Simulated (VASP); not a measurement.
The system is P.

```
P
1.0
     1.72573    0.99635    3.12968
    -1.72573    0.99635    3.12968
     0.00000   -1.99270    3.12968
P
2
Cartesian
  0.0000 0.0000 2.1321
  0.0000 0.0000 7.2570
```

This isn't the form of P at room conditions, which is orthorhombic.

The cell isn't the ideal one: cell and atoms relaxed by PAW.

- Program: VASP 6.6.1
- Task: relaxation of cell and atoms
- Functional: PBEsol
- Potentials or basis: VASP PAW PBE potentials, release 64 (P)
- Cutoff: 600 eV
- k mesh: 12 × 12 × 12
- Occupations: fermi-dirac, width 0.1 eV
- Spin: no spin polarisation

At the start: pressure -1.8 GPa; volume 16.14 Å³/atom.

How do energy, volume and symmetry change on relaxing?

Over 16 steps the energy falls by 16.4 meV/atom and the volume is 15.12 Å³/atom (-6.4 %); space group R-3m (No. 166, to 0.05 Å).

Step by step:
| step | energy change (eV) | largest force (eV/Å) | pressure (GPa) | volume (Å³) |
| --- | --- | --- | --- | --- |
| 1 | 0.0000 | 0.2888 | -1.77 | 32.29 |
| 2 | -0.0142 | 0.2401 | -0.42 | 31.46 |
| 3 | -0.0202 | 0.1917 | 1.42 | 30.54 |
| 4 | -0.0282 | 0.0327 | -0.06 | 30.53 |
| 5 | -0.0290 | 0.1216 | -0.67 | 30.52 |
| 6 | -0.0323 | 0.0623 | -0.18 | 30.25 |
| 7 | -0.0326 | 0.0409 | 0.03 | 30.15 |
| 8 | -0.0326 | 0.0393 | 0.01 | 30.14 |
| 9 | -0.0326 | 0.0360 | 0.07 | 30.13 |
| 10 | -0.0327 | 0.0193 | 0.05 | 30.17 |
| 11 | -0.0327 | 0.0041 | 0.03 | 30.22 |
| 12 | -0.0327 | 0.0031 | 0.02 | 30.22 |
| 13 | -0.0327 | 0.0022 | 0.02 | 30.22 |
| 14 | -0.0328 | 0.0015 | -0.01 | 30.23 |
| 15 | -0.0328 | 0.0015 | -0.01 | 30.23 |
| 16 | -0.0328 | 0.0003 | 0.00 | 30.23 |

Final structure:
```xyz
2
Lattice="1.7204 0.9932 2.9487 -1.7204 0.9932 2.9487 0.0000 -1.9865 2.9487" Properties=species:S:1:pos:R:3 pbc="T T T"
P     0.0000    0.0000    2.0607
P     0.0000    0.0000    6.7854
```

Caveat: the PAW data sets were made with another functional, which shifts forces and pressure a little.
